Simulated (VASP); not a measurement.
# Br (I4/mmm) in VASP: settings compared

The runs below take Br through density of states, core levels, with PW91+D4, PBE+rVV10.

Program: VASP 6.6.1. These are calculated values, not measurements. Logs are shortened: lines on timing, memory, paths and dates and some standing lists are left out, and cuts for length are marked.

**1. Starting point**

Symmetry: I4/mmm, No. 139, tetragonal system. Conventional cell: a = 2.847 Å, b = 2.847 Å, c = 7.155 Å, α = 90.00°, β = 90.00°, γ = 90.00°. Br (site symmetry 4/mmm) is surrounded by 4 Br at 2.85 Å.

**2. Density of states, PW91+D4, spin-orbit coupling, no magnetisation (cell strained at random at fixed volume)**

Input file POSCAR:

```
Br
1.0
   -1.4228850000      1.5037900000      3.5995680000
    1.3739250000     -1.3957740000      3.5371080000
    1.4261940000      1.3990820000     -3.5565890000
Br
1
Direct
    0.0018370000      0.0016850000     -0.0017240000
```

Input file INCAR.step1:

```
SYSTEM = Br
PREC = Accurate
ENCUT = 520
EDIFF = 1E-6
ISMEAR = -1
SIGMA = 0.05
LREAL = .False.
LASPH = .True.
NELM = 60
ALGO = Fast
ISIF = 2
LWAVE = .False.
LCHARG = .True.
MAGMOM = 0 0 0
LSORBIT = .True.
GGA_COMPAT = .False.
GGA = 91
IVDW = 13
VDW_S6 = 1.0
VDW_S8 = 0.77283111
VDW_A1 = 0.39581542
VDW_A2 = 4.93405761
```

Input file KPOINTS.step1:

```
regular mesh
0
Gamma
  10 10 10
  0 0 0
```

Input file INCAR.step2:

```
SYSTEM = Br
PREC = Accurate
ENCUT = 520
EDIFF = 1E-6
ISMEAR = -5
SIGMA = 0.05
LREAL = .False.
LASPH = .True.
NELM = 60
ALGO = Fast
ISIF = 2
LWAVE = .False.
LCHARG = .False.
MAGMOM = 0 0 0
LORBIT = 11
LSORBIT = .True.
GGA_COMPAT = .False.
GGA = 91
IVDW = 13
VDW_S6 = 1.0
VDW_S8 = 0.77283111
VDW_A1 = 0.39581542
VDW_A2 = 4.93405761
NEDOS = 1001
ICHARG = 11
```

Input file KPOINTS.step2:

```
regular mesh
0
Gamma
  15 15 15
  0 0 0
```

Potentials or basis: VASP PAW PBE potentials, release 64 (Br).

Command:

```sh
$ cat potpaw_PBE.64/Br/POTCAR > POTCAR
$ cp INCAR.step1 INCAR
$ cp KPOINTS.step1 KPOINTS
$ mpirun -np 1 vasp_ncl > vasp.out
$ cp INCAR.step2 INCAR
$ cp KPOINTS.step2 KPOINTS
$ mpirun -np 1 vasp_ncl > vasp.out
```

OUTCAR:

```text
SYSTEM = Br
   PREC = Accurate
   ENCUT = 520
   EDIFF = 1E-6
   ISMEAR = -5
   LREAL = .False.
   LASPH = .True.
   NELM = 60
   ISIF = 2
   LORBIT = 11
   LSORBIT = .True.
   GGA = 91
   IVDW = 13
   ICHARG = 11

 ion  position               nearest neighbor table
   1  0.002  0.002  0.998-

  LATTYP: Found a triclinic cell.
 ALAT       =     4.1213032890
 B/A-ratio  =     0.7044354253
 C/A-ratio  =     0.6794425267
 COS(alpha) =     0.0022179780
 COS(beta)  =     0.3285546456
 COS(gamma) =     0.3788853392

  Lattice vectors:

 A1 = (  -1.3772340000,  -1.5070980000,  -3.5800870000)
 A2 = (  -0.0033090000,  -2.9028720000,  -0.0429790000)
 A3 = (  -2.8001190000,  -0.0033080000,   0.0194810000)

Analysis of symmetry for initial positions (statically):
=====================================================================
 Subroutine PRICEL returns:
 Original cell was already a primitive cell.

 Routine SETGRP: Setting up the symmetry group for a
 triclinic supercell.

 Subroutine GETGRP returns: Found  2 space group operations
 (whereof  1 operations were pure point group operations)
 out of a pool of  2 trial point group operations.

The static configuration has the point symmetry C_1 .
 The point group associated with its full space group is S_2 .

Analysis of symmetry for dynamics (positions and initial velocities):
=====================================================================
 Subroutine PRICEL returns:
 Original cell was already a primitive cell.

 Routine SETGRP: Setting up the symmetry group for a
 triclinic supercell.

 Subroutine GETGRP returns: Found  2 space group operations
 (whereof  1 operations were pure point group operations)
 out of a pool of  2 trial point group operations.

The dynamic configuration has the point symmetry C_1 .
 The point group associated with its full space group is S_2 .

Analysis of structural, dynamic, and magnetic symmetry:
=====================================================================
 Subroutine PRICEL returns:
 Original cell was already a primitive cell.

 Routine SETGRP: Setting up the symmetry group for a
 triclinic supercell.

 Subroutine GETGRP returns: Found  2 space group operations
 (whereof  1 operations were pure point group operations)
 out of a pool of  2 trial point group operations.

The overall configuration has the point symmetry C_1 .
 The point group associated with its full space group is S_2 .

 Subroutine INISYM returns: Found  2 space group operations
 (whereof  1 operations are pure point group operations),
 and found     1 'primitive' translations

----------------------------------------------------------------------------------------

                                     Primitive cell

  volume of cell :      28.9969

  direct lattice vectors                    reciprocal lattice vectors
    -1.422885000  1.503790000  3.599568000     0.000534206  0.342487920  0.134941250
     1.373925000 -1.395774000  3.537108000     0.358122866 -0.002519757  0.142616236
     1.426194000  1.399082000 -3.556589000     0.356701932  0.344120702 -0.002761288

  length of vectors
     4.152454199  4.043140854  4.079311839     0.368113300  0.385483758  0.495643975

  position of ions in fractional coordinates (direct lattice)
     0.001837000  0.001685000  0.998276000

  ion indices of the primitive-cell ions
   primitive index   ion index
                 1           1

[... 119 lines left out ...]
  energy without entropy =       -1.51153263  energy(sigma->0) =       -1.51153263

------------------------ aborting loop because EDIFF is reached ----------------------------------------

 total charge

# of ion       s       p       d       tot
------------------------------------------
    1        1.657   3.025   0.030   4.711

 magnetization (x)

# of ion       s       p       d       tot
------------------------------------------
    1       -0.000  -0.000   0.000  -0.000

 magnetization (y)

# of ion       s       p       d       tot
------------------------------------------
    1       -0.000   0.000  -0.000  -0.000

 magnetization (z)

# of ion       s       p       d       tot
------------------------------------------
    1       -0.000  -0.000   0.000  -0.000

  DFT-D4 for vdW energy calculation
  ---------------------------------------------------------------------------------------------
  Edisp (eV):   -0.22545

  FORCE on cell =-STRESS in cart. coord.  units (eV):
  Direction    XX          YY          ZZ          XY          YZ          ZX
  --------------------------------------------------------------------------------------
  -------------------------------------------------------------------------------------
  Total      -0.17583     0.20508     0.01162    -0.00620    -0.01727     0.01124
  in kB      -9.71532    11.33158     0.64205    -0.34253    -0.95427     0.62128
  external pressure =        0.75 kB  Pullay stress =        0.00 kB

 VOLUME and BASIS-vectors are now :
 -----------------------------------------------------------------------------
  energy-cutoff  :      520.00
  volume of cell :       29.00
      direct lattice vectors                 reciprocal lattice vectors
    -1.422885000  1.503790000  3.599568000     0.000534206  0.342487920  0.134941250
     1.373925000 -1.395774000  3.537108000     0.358122866 -0.002519757  0.142616236
     1.426194000  1.399082000 -3.556589000     0.356701932  0.344120702 -0.002761288

  length of vectors
     4.152454199  4.043140854  4.079311839     0.368113300  0.385483758  0.495643975

 FORCES acting on ions
    electron-ion (+dipol)            ewald-force                    non-local-force                 convergence-correction
 -----------------------------------------------------------------------------------------------
   -.690E-06 0.655E-06 -.212E-05   0.846E-15 0.682E-15 -.119E-15   -.424E-21 0.424E-21 -.508E-20   -.867E-08 0.189E-08 0.641E-07
 -----------------------------------------------------------------------------------------------
   -.690E-06 0.655E-06 -.212E-05   0.846E-15 0.682E-15 -.119E-15   -.424E-21 0.424E-21 -.508E-20   -.867E-08 0.189E-08 0.641E-07

 POSITION                                       TOTAL-FORCE (eV/Angst)
 -----------------------------------------------------------------------------------
      1.42344      1.39708     -3.53789         0.000000      0.000000     -0.000000
 -----------------------------------------------------------------------------------
    total drift:                               -0.000001      0.000001     -0.000002

--------------------------------------------------------------------------------------------------------

  FREE ENERGIE OF THE ION-ELECTRON SYSTEM (eV)
  ---------------------------------------------------
  free  energy   TOTEN  =        -1.7371010357 eV

  energy  without entropy=       -1.7371010357  energy(sigma->0) =       -1.73710104

--------------------------------------------------------------------------------------------------------

--------------------------------------------------------------------------------------------------------

 -----------------------------------------------------------------------------
|                                                                             |
|           W    W    AA    RRRRR   N    N  II  N    N   GGGG   !!!           |
|           W    W   A  A   R    R  NN   N  II  NN   N  G    G  !!!           |
|           W    W  A    A  R    R  N N  N  II  N N  N  G       !!!           |
|           W WW W  AAAAAA  RRRRR   N  N N  II  N  N N  G  GGG   !            |
|           WW  WW  A    A  R   R   N   NN  II  N   NN  G    G                |
|           W    W  A    A  R    R  N    N  II  N    N   GGGG   !!!           |
|                                                                             |
|     Tetrahedron method does not include variations of the Fermi             |
|     occupations, so forces and stress will be inaccurate. We suggest        |
|     using a different smearing scheme ISMEAR = 1 or 2 for metals in         |
|     relaxations.                                                            |
|                                                                             |
 -----------------------------------------------------------------------------

 Spin-Orbit-Coupling matrix elements

 Ion:    1  E_soc:     -0.0793552
 l=   1
     0.0000000    -0.0119662    -0.0160073
    -0.0119662     0.0000000    -0.0116847
    -0.0160073    -0.0116847     0.0000000
 l=   2
     0.0000000     0.0000008     0.0000000     0.0000014    -0.0000065
     0.0000008     0.0000000    -0.0000032    -0.0000002    -0.0000034
     0.0000000    -0.0000032     0.0000000    -0.0000041     0.0000000
     0.0000014    -0.0000002    -0.0000041     0.0000000    -0.0000042
    -0.0000065    -0.0000034     0.0000000    -0.0000042     0.0000000
 l=   3
     0.0000000     0.0000000     0.0000000     0.0000000     0.0000000     0.0000000     0.0000000
     0.0000000     0.0000000     0.0000000     0.0000000     0.0000000     0.0000000     0.0000000
     0.0000000     0.0000000     0.0000000     0.0000000     0.0000000     0.0000000     0.0000000
     0.0000000     0.0000000     0.0000000     0.0000000     0.0000000     0.0000000     0.0000000
     0.0000000     0.0000000     0.0000000     0.0000000     0.0000000     0.0000000     0.0000000
     0.0000000     0.0000000     0.0000000     0.0000000     0.0000000     0.0000000     0.0000000
     0.0000000     0.0000000     0.0000000     0.0000000     0.0000000     0.0000000     0.0000000

 total charge

# of ion       s       p       d       tot
------------------------------------------
    1        1.657   3.025   0.030   4.711

 magnetization (x)

# of ion       s       p       d       tot
------------------------------------------
    1       -0.000  -0.000   0.000  -0.000

 magnetization (y)

# of ion       s       p       d       tot
------------------------------------------
    1       -0.000   0.000  -0.000  -0.000

 magnetization (z)

# of ion       s       p       d       tot
------------------------------------------
    1       -0.000  -0.000   0.000  -0.000

 BZINTS: Fermi energy:    1.337937;    7.000000 electrons
         Band energy:-0.334399E+02;  BLOECHL correction:   -0.045249
 BZINTS: Fermi energy:    1.337937;    7.000000 electrons
         Band energy:-0.334399E+02;  BLOECHL correction:   -0.045249
 BZINTS: Fermi energy:    1.337937;    7.000000 electrons
         Band energy:-0.334399E+02;  BLOECHL correction:   -0.045249
 BZINTS: Fermi energy:    1.337937;    7.000000 electrons
         Band energy:-0.334399E+02;  BLOECHL correction:   -0.045249

=======================================================================
```

Wall time 12 min (1 thread of Intel Xeon 6975P-C (Granite Rapids), shared host); peak memory 1 GiB.

Results:

* Valence electrons inside the program's atomic spheres: Br 4.71
* Dispersion energy per atom: -0.225 eV

Caveat: the PAW data sets were made with another functional, which shifts forces and pressure a little.

(Part 1 of 2 ends here.)
